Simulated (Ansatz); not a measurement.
# CuCl: a sweep of the sphere radii

Aim: hold CuCl and all else fixed and vary the sphere radii, to see how far energy and properties move.

Computed with Ansatz 0.2.0 (DFT, PBE, all-electron LAPW, scalar-relativistic, unless a step's input says otherwise).

1 further run of the same task is left out (it didn't finish).

**1. The system as given**

It takes space group F-43m (No. 216, cubic). The conventional cell has a = 5.424 Å, b = 5.424 Å, c = 5.424 Å, α = 90.00°, β = 90.00°, γ = 90.00°. Around Cu (site symmetry -43m) lie 4 Cl at 2.35 Å. Around Cl (site symmetry -43m) lie 4 Cu at 2.35 Å.

Structure file:

```
CELL_PARAMETERS angstrom
0.00000 2.71209 2.71209
2.71209 0.00000 2.71209
2.71209 2.71209 0.00000
ATOMIC_POSITIONS crystal
Cu 0.00000 0.00000 0.00000
Cl 0.25000 0.25000 0.25000
```

The structure (zincblende type) was typed from a prototype and relaxed by PAW; whether it is the ground state wasn't tested.

Atoms are numbered in the order of the input: Cu1, Cl2.

**2. With all sphere radii typed as 0.81 Å**

File input.yaml:

```yaml
crystal:
  lattice:
    - [0.0, 2.7120904167, 2.7120904167]
    - [2.7120904167, 0.0, 2.7120904167]
    - [2.7120904167, 2.7120904167, 0.0]
  atoms:
    - { symbol: Cu, position: [0.0, 0.0, 0.0] }
    - { symbol: Cl, position: [0.25, 0.25, 0.25] }
kpoints:
  mp_grid: { grid: [12, 12, 12] }
scf:
  occupations: { method: fermi_dirac, width: 0.05 }
hamiltonian:
  xc: pbe
  pseudopotentials:
    kind: all_electron
    lapw: { basis_error: 0.001, muffin_tin_radii: { Cl: 0.81, Cu: 0.81 } }
output:
  forces: true
  stress: true
  eigenvalues: true
```

Run with:

```sh
ansatz run input.yaml --threads 1 --pin off --max-ram 2048MiB --backend cpu --events-out ev --progress --plain --runs-dir out
```

Log, shortened:

```text
LAPW: plane waves up to 14.711 Å⁻¹, error target 1.0e-3 eV per atom; small_component_spin mean_spin; Cl in spheres of 0.810 Å, 15 of its electrons in bands, Dirac shells []; Cu in spheres of 0.810 Å, 27 of its electrons in bands, Dirac shells []
[...]
Pseudopotentials: kind: all_electron
Pseudopotential: Cu, LAPW, valence charge 27, Koelling and Harmon's equation, gaussian nucleus
Pseudopotential: Cl, LAPW, valence charge 15, Koelling and Harmon's equation, gaussian nucleus
Functional definition: PBE
[...]
Crystal: 2 atoms, lattice volume = 39.897 Å³
Basis set: ecut = 824.4989562189382 eV, 2109 PW (Γ), exchange–correlation at level 2
Bands: 26, of which v1, the nominal top of the filled ones, is band 21 counted from 1 (20 counted from 0)
Symmetry: 24 space group operations
Space group: F-43m (ITA 216), of the structure as read, at distance tolerance 3.4e-5 Å
k-points: 72 of 1728 (time reversal used)
[...]
SCF iter   1: F=—  HF=-57593.295243 eV  |F-HF|=—  |Δ(HF+E_count)|=         —  Δρ=3.64e-2  dr2=7.01e-1  ethr=1.67e-3  ⟨swp⟩=2.0  Hψ=11955  notcnv=0
[...]
SCF iter   8: F=-57593.082471 eV  HF=-57593.082471 eV  |F-HF|=3.00e-9  |Δ(HF+E_count)|=   1.14e-7  Δρ=2.45e-6  dr2=1.96e-9  ethr=6.30e-10  ⟨swp⟩=3.0  Hψ=5633  notcnv=0
[...]
SCF converged after 8 iterations
Free energy (F): -57593.082471 eV
[...]
E sigma→0 (E₀):  -57593.082461 eV
Entropy (-TS):   -0.000021 eV (-0.011 meV/atom)
Fermi energy:    7.947232 eV
[...]
--- Forces (eV/Å), atoms counted from 1 ---
  atom   1  Cu    -0.00000000     0.00000000     0.00000000
  atom   2  Cl     0.00000000    -0.00000000    -0.00000000
[...]
--- Stress (GPa, compression-positive) ---
        0.032223      -0.000000      -0.000000
       -0.000000       0.032223       0.000000
       -0.000000       0.000000       0.032223
  P = ⅓ Tr σ = 0.0322 GPa (0.322 kbar)
--- Band table (eV; the first three rows and the last of 72) ---
  k-point 0: bands = ["-1050.8847", "-905.2980", "-905.2980", "-905.2980", "-240.0304", "-178.9512", "-178.9512", "-178.9512", "-103.4377", "-60.8668", "-60.8668", "-60.8668", "-9.3971", "2.6951", "2.6951", "2.6951", "6.1394", "6.1394", "7.6019", "7.6019", "7.6019", "8.1287", "14.2558", [...]
[...]
```

It took 84 s on 1 thread, shared host.

Read from it: pressure 0.03 GPa; gap on the k mesh 0.53 eV.

**3. With all sphere radii typed as 0.945 Å**

input.yaml, as its differences from that of step 2:

```diff
@@ -16,3 +16,3 @@
     kind: all_electron
-    lapw: { basis_error: 0.001, muffin_tin_radii: { Cl: 0.81, Cu: 0.81 } }
+    lapw: { basis_error: 0.001, muffin_tin_radii: { Cl: 0.945, Cu: 0.945 } }
 output:
```

Run with:

```sh
ansatz run input.yaml --threads 1 --pin off --max-ram 2048MiB --backend cpu --events-out ev --progress --plain --runs-dir out
```

Log, shortened:

```text
LAPW: plane waves up to 12.424 Å⁻¹, error target 1.0e-3 eV per atom; small_component_spin mean_spin; Cl in spheres of 0.945 Å, 15 of its electrons in bands, Dirac shells []; Cu in spheres of 0.945 Å, 19 of its electrons in bands, Dirac shells []
[...]
[... 1 set-up line as earlier in the session ...]
Pseudopotential: Cu, LAPW, valence charge 19, Koelling and Harmon's equation, gaussian nucleus
[... 2 set-up lines as earlier in the session ...]
[...]
Crystal: 2 atoms, lattice volume = 39.897 Å³
Basis set: ecut = 588.059429425784 eV, 1291 PW (Γ), exchange–correlation at level 2
Bands: 21, of which v1, the nominal top of the filled ones, is band 17 counted from 1 (16 counted from 0)
[... 2 set-up lines as earlier in the session ...]
k-points: 72 of 1728 (time reversal used)
[...]
SCF iter   1: F=—  HF=-57593.295497 eV  |F-HF|=—  |Δ(HF+E_count)|=         —  Δρ=3.24e-2  dr2=5.86e-1  ethr=1.72e-3  ⟨swp⟩=2.0  Hψ=10642  notcnv=0
[...]
SCF iter   8: F=-57593.082472 eV  HF=-57593.082472 eV  |F-HF|=5.57e-9  |Δ(HF+E_count)|=   1.33e-7  Δρ=2.39e-6  dr2=2.16e-9  ethr=6.38e-10  ⟨swp⟩=3.0  Hψ=4699  notcnv=0
[...]
SCF converged after 8 iterations
Free energy (F): -57593.082472 eV
[...]
E sigma→0 (E₀):  -57593.082461 eV
Entropy (-TS):   -0.000021 eV (-0.011 meV/atom)
Fermi energy:    7.947243 eV
[...]
--- Forces (eV/Å), atoms counted from 1 ---
  atom   1  Cu    -0.00000000     0.00000000     0.00000000
  atom   2  Cl     0.00000000    -0.00000000    -0.00000000
[...]
--- Stress (GPa, compression-positive) ---
        0.032436      -0.000000      -0.000000
       -0.000000       0.032436       0.000000
       -0.000000       0.000000       0.032436
  P = ⅓ Tr σ = 0.0324 GPa (0.324 kbar)
--- Band table (eV; the first three rows and the last of 72) ---
[... band rows left out ...]
[...]
```

Run time: 45 s. Hardware: 1 thread, shared host.

Read from it: pressure 0.03 GPa; gap on the k mesh 0.53 eV.

**4. The sweep in one table**

| sphere radius (Å) | energy from the first row (meV/atom) | pressure (GPa) | gap on the k mesh (eV) | SCF cycles, all passes | time |
| --- | --- | --- | --- | --- | --- |
| all sphere radii typed as 0.81 Å | 0.00 | 0.03 | 0.53 | 8 | 84 s |
| all sphere radii typed as 0.945 Å | 0.00 | 0.03 | 0.53 | 8 | 45 s |

Energies are those extrapolated to zero smearing.

**5. Results**

| quantity | value |
| --- | --- |
| largest change of energy from «all sphere radii typed as 0.81 Å» (zero smearing) | 0.0 meV/atom (all sphere radii typed as 0.945 Å) |
| pressure, in all runs (LAPW) | 0.03 GPa |
| gap, in all runs (LAPW) | 0.53 eV |

**Reading.** Across the runs the energy spans 0.0 meV/atom. A complete basis would give the same answer for any radius, so the spread shows part of the basis error. The pressure spans under 0.01 GPa (LAPW).
